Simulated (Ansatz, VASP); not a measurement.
**Ni in VASP and in Ansatz**

Contents of INCAR:

```
PREC = Accurate
ENCUT = 520
EDIFF = 1E-7
ISMEAR = 0
SIGMA = 0.027000000000000003
LREAL = False
LASPH = True
NELM = 120
ALGO = Normal
ISIF = 2
LWAVE = False
LCHARG = True
ISPIN = 2
MAGMOM = 1
LORBIT = 11
LMAXMIX = 4
GGA = PE
LELF = True
LVHAR = True
NBANDS = 15
```

The input KPOINTS:

```
regular mesh
0
Gamma
  13 13 13
```

POSCAR

```
Ni
1.0
    0.0000000000      1.7375729330      1.7375729330
    1.7375729330      0.0000000000      1.7375729330
    1.7375729330      1.7375729330      0.0000000000
Ni
1
Direct
    0.0000000000      0.0000000000      0.0000000000
```

Contents of input.yaml:

```yaml
crystal:
  lattice:
    - [0.0, 1.737572933, 1.737572933]
    - [1.737572933, 0.0, 1.737572933]
    - [1.737572933, 1.737572933, 0.0]
  atoms:
    - { symbol: Ni, position: [0.0, 0.0, 0.0], spin: 1.0 }
hamiltonian:
  xc: pbe
  pseudopotentials: { kind: paw }
magnetization:
  spin_polarized: true
kpoints:
  mp_grid: { grid: [13, 13, 13] }
scf:
  occupations: { method: gaussian, width: 0.027 }
output:
  forces: true
  stress: true
  eigenvalues: true
```

Alike in both runs: task single point; functional PBE; k mesh 13 × 13 × 13; occupations gaussian, width 0.027 eV; collinear spin, ferromagnetic start.

|  | VASP | Ansatz |
| --- | --- | --- |
| version | VASP 6.6.1 | Ansatz 0.2.0 |
| potentials or method | VASP PAW PBE potentials, release 64 (Ni) | Ansatz PAW |
| plane-wave cutoff (eV) | 520 | 420 |
| valence electrons in the cell | 10 | 18 |

|  | VASP | Ansatz | Ansatz less VASP |
| --- | --- | --- | --- |
| gap on the k mesh at the Fermi level (eV) | none | none | - |
| pressure (GPa) | 7.8 | 8.0 | +0.21 |
| net moment per atom (μB) | 0.62 | 0.64 | +0.016 |
| size of the moment on the site where the two differ most (μB) | 0.63 | 0.67 | +0.044 |

Site moments also hang on the region over which each program counts them. A gap of «none» marks a metal or a gap that the smearing closes. The two sets of potentials don't hold the same shells in valence.
